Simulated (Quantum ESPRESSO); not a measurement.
Runs of Quantum ESPRESSO 7.5 on Sn. Symmetry: Fd-3m, No. 227, cubic system. The conventional cell has a = 6.467 Å, b = 6.467 Å, c = 6.467 Å, α = 90.00°, β = 90.00°, γ = 90.00°. Sn (site symmetry -43m) has 4 Sn at 2.80 Å as nearest neighbours. This isn't the form of Sn at room conditions, which is tetragonal (white tin).

| task | level | potentials or basis | cell | cutoff (eV) | most ionic steps | forc conv thr | etot conv thr | ion dynamics | cell dynamics | gap on the mesh (eV) | pressure (GPa) | V0 of scaled cells (Å³/atom) | B0 (GPa) |
| --- | --- | --- | --- | --- | --- | --- | --- | --- | --- | --- | --- | --- | --- |
| relaxation of cell and atoms | PBEsol | SSSP 1.3 efficiency PBE | relaxed to 30 GPa | 939 | 40 | 0.0004 Ry/bohr | 1e-05 Ry | bfgs | bfgs | none | 30.0 | - | - |
| relaxation of cell and atoms | PBEsol | SSSP 1.3 efficiency PBE | relaxed to 0.3 kbar | 939 | 40 | 0.0004 Ry/bohr | 1e-05 Ry | bfgs | bfgs | none | 0.0 | - | - |
| relaxation of cell and atoms | PBEsol | SSSP 1.3 efficiency PBE | relaxed to 20 GPa | 939 | 40 | 0.0004 Ry/bohr | 1e-05 Ry | bfgs | bfgs | 0.13 | 20.0 | - | - |
| relaxation of cell and atoms | PBEsol | SSSP 1.3 efficiency PBE | relaxed to 5 GPa | 939 | 40 | 0.0004 Ry/bohr | 1e-05 Ry | bfgs | bfgs | none | 5.0 | - | - |
| relaxation of cell and atoms | PBEsol | SSSP 1.3 efficiency PBE | relaxed to 2 GPa | 939 | 40 | 0.0004 Ry/bohr | 1e-05 Ry | bfgs | bfgs | none | 2.0 | - | - |
| equation of state | BP86+D4 | PseudoDojo 0.4.1 SR PBE standard | as given | 980 | - | - | - | - | - | - | - | 34.70 | 43 |
| equation of state | OLYP+D4 | PseudoDojo 0.4.1 SR PBE standard | as given | 980 | - | - | - | - | - | - | - | (a) | (b) |
| relaxation of cell and atoms | PBEsol | SSSP 1.3 efficiency PBE | relaxed to 10 GPa | 939 | 40 | 0.0004 Ry/bohr | 1e-05 Ry | bfgs | bfgs | 0.19 | 10.0 | - | - |

Alike in all rows: no spin polarisation; k mesh 7 × 7 × 7; smearing fermi-dirac 0.05 eV.

Q: Estimate the missing entries.

A: (a) 34.80; (b) 41.

Caveats: the potentials were made for another functional, which shifts forces and pressure; the volume moved by over 15 % at a fixed basis, so the end points are rough (some runs); spin-orbit coupling is left out, which moves the levels of the heavy elements (some runs); an odd mesh through Γ misses points on the zone boundary, where band edges often lie (some runs).

A k mesh can miss the band edges, and the runs leave out spin-orbit coupling on Sn.

A gap of «none» marks a metal or a gap under the smearing width.
